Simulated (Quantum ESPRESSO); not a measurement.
Runs of Quantum ESPRESSO 7.5 on BN. Symmetry: P6_3/mmc, No. 194, hexagonal system. Conventional cell: a = 2.498 Å, b = 2.498 Å, c = 6.636 Å, α = 90.00°, β = 90.00°, γ = 120.00°. N (site symmetry -6m2) has 3 B at 1.44 Å as nearest neighbours. B (site symmetry -6m2) is surrounded by 3 N at 1.44 Å. 

| task | level | potentials or basis | cell | k mesh | cutoff (eV) | form of the LDA correlation | q mesh | mesh quality | gap on the mesh (eV) | pressure (GPa) |
| --- | --- | --- | --- | --- | --- | --- | --- | --- | --- | --- |
| band structure | LDA | JTH 2.0 LDA | as given | 12 × 12 × 4 | 680 | PW92 | - | not flagged | (a) | -3.4 |
| band structure | PBEsol | PseudoDojo 0.4.1 SR PBEsol standard | as given | 12 × 12 × 4 | 1143 | - | - | not flagged | 4.21 | 2.5 |
| phonons | LDA | PseudoDojo 0.4.1 SR LDA standard | relaxed | 8 × 8 × 2, shifted | 1143 | PW92 | - | coarse | - | 0.0 |
| phonons | AM05 | PseudoDojo 0.4.1 SR PBE standard | relaxed | 8 × 8 × 2, shifted | 1143 | - | - | coarse | - | 0.2 |
| dielectric tensor | PBEsol | GBRV 1.5 PBEsol | as given | 8 × 8 × 2, shifted | 612 | - | - | coarse | - | 2.5 |
| phonons | PBE | PseudoDojo 0.4.1 SR PBE standard | relaxed | 8 × 8 × 2, shifted | 1143 | - | - | coarse | - | 0.3 |
| phonon dispersion | LDA | PseudoDojo 0.4.1 SR LDA standard | relaxed | 6 × 6 × 2, shifted | 1143 | PW92 | 2 × 2 × 2 | coarse | - | 0.0 |

Alike in all rows: no spin polarisation; smearing fermi-dirac 0.05 eV.

Question: Fill in the values left out.

Answer: (a) 4.09.

Caveats: some runs use coarse meshes; this functional lacks dispersion, which binds the layers, so the pressure and a relaxed spacing across them are unreliable (some runs); the layers were relaxed without a dispersion term, so their spacing and the soft interlayer modes are unreliable (some runs); some levels on the path didn't converge (some runs); the potentials were made for another functional, which shifts forces and pressure (some runs).

A k mesh can miss the band edges.

Not every run made on this cell is shown here.
